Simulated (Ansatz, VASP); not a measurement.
## Cu in VASP and in Ansatz

```
CELL_PARAMETERS angstrom
4.09539 0.00000 0.00000
-2.04770 3.54672 0.00000
0.00000 0.00000 2.41149
ATOMIC_POSITIONS crystal
Cu 0.00000 0.00000 0.00000
Cu 0.33333 0.66667 0.50000
Cu 0.66667 0.33333 0.50000
```

Alike in both runs: functional r2SCAN; k mesh 6 × 6 × 6; occupations gaussian, width 0.1 eV; no spin polarisation.

Ansatz relaxed the structure, and its values are those at the end. VASP's run is a single point on that final structure, the one shown.

```csv
,VASP,Ansatz
version,VASP 6.6.1,Ansatz 0.2.0
potentials or method,"VASP PAW PBE potentials, release 64 (Cu)","scalar-relativistic, plane waves, PAW"
plane-wave cutoff (eV),520,500
valence electrons in the cell,33,57
```

Ansatz gave:

```
gap on the k mesh at the Fermi level (eV) : none
pressure (GPa)                            : -0.2
```

Q: What did VASP give for the same quantities?

A: gap on the k mesh at the Fermi level (eV): none; pressure (GPa): 0.4.

A gap of «none» marks a metal or a gap that the smearing closes. The two sets of potentials don't hold the same shells in valence.

Caveats: the k mesh is coarse (spacing up to 0.43 Å⁻¹), so the values aren't converged; the PAW data sets were made with another functional, which shifts forces and pressure a little (VASP).
